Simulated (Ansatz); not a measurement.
# Response to strain in InN

The parent structure is InN in the wurtzite structure (space group P6_3mc, No. 186; a = 3.537 Å, c = 5.714 Å). Axes: x lies along a and z along c of the hexagonal cell.

Strains are applied to the cell and any free atomic positions relax; under stress the whole cell relaxes.

All numbers come from PBEsol (Ansatz, a quantum-chemistry and plane-wave program; PAW; 420 eV plane waves; no SOC), earlier PAW set.

Candidates:
(a) isotropic strain −2.54 %
(b) uniaxial stress, 8 GPa tension along z
(c) isotropic strain −4.52 %
(d) uniaxial strain ε_yy = +2.87 %
(e) isotropic strain −1.99 %

Notes on the quantities. energy relative to the base: free energy F.

**Question.** Order them by energy relative to the base, lowest first.

**Answer.** (d) uniaxial strain ε_yy = +2.87 % (+8.3 meV/atom), (b) uniaxial stress, 8 GPa tension along z (+16 meV/atom), (e) isotropic strain −1.99 % (+25 meV/atom), (a) isotropic strain −2.54 % (+42 meV/atom), (c) isotropic strain −4.52 % (+143 meV/atom)

The mesh was chosen for an insulator and is coarse for the gapless case. Beyond what the load breaks, stability against distortions was not tested. All final runs are without spin polarisation.
